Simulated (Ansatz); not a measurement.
Relaxed bulk SnSe:

```
Sn Se
1.0
     0.00000    3.03081    3.03081
     3.03081    0.00000    3.03081
     3.03081    3.03081    0.00000
Sn Se
1 1
Direct
  0.00000 0.00000 0.00000
  0.50000 0.50000 0.50000
```

Miller indices refer to the conventional cell of Fm-3m (No. 225), a = 6.062 Å, b = 6.062 Å, c = 6.062 Å, α = 90.00°, β = 90.00°, γ = 90.00°. The bulk's gap is 0.00 eV.

The (110) slab of 6 planes, 10.7 Å thick with 15 Å of vacuum as cut; outer planes SnSe (top) and SnSe (bottom).

Method: DFT PBE, scalar-relativistic, plane waves, PAW (Ansatz 0.2.0). Plane waves to 420 eV, a k mesh through Γ of 8×6×1 on the computed 12-atom cell and Gaussian smearing (0.05 eV); no spin polarisation. A dipole correction removes the field between periodic images along c.

The slab's middle planes relax by over 3 % too, so it holds no bulk-like region.

Results for the relaxed slab:

* Surface energy (mean of both faces): 0.19 J/m²
* Gap of the slab on the mesh: 0.63 eV

Relaxation lowers the energy by 0.245 J/m² a face; the largest move is 0.383 Å.

```json
{"plane (bottom to top)": "1", "atoms": "SnSe", "spacing to next, bulk (Å)": "2.143", "relaxed (Å)": "1.821", "change (%)": "-15.0", "rumpling (Å)": "0.027"}
{"plane (bottom to top)": "2", "atoms": "SnSe", "spacing to next, bulk (Å)": "2.143", "relaxed (Å)": "2.657", "change (%)": "+24.0", "rumpling (Å)": "0.030"}
{"plane (bottom to top)": "3", "atoms": "SnSe", "spacing to next, bulk (Å)": "2.143", "relaxed (Å)": "1.853", "change (%)": "-13.6", "rumpling (Å)": "0.023"}
{"plane (bottom to top)": "4", "atoms": "SnSe", "spacing to next, bulk (Å)": "2.143", "relaxed (Å)": "2.657", "change (%)": "+24.0", "rumpling (Å)": "0.023"}
{"plane (bottom to top)": "5", "atoms": "SnSe", "spacing to next, bulk (Å)": "2.143", "relaxed (Å)": "1.821", "change (%)": "-15.0", "rumpling (Å)": "0.030"}
{"plane (bottom to top)": "6", "atoms": "SnSe", "spacing to next, bulk (Å)": "", "relaxed (Å)": "", "change (%)": "", "rumpling (Å)": "0.027"}
```

The smearing is narrow for a metal on this mesh. Gaps are read on the k points sampled, so a band crossing between them can be missed.

The reference crystal is the rock-salt form of SnSe, which isn't its usual structure. Closed-shell ions balance this formula, and semilocal functionals make gaps too small, so «metal» can mean here that the functional has closed a real gap.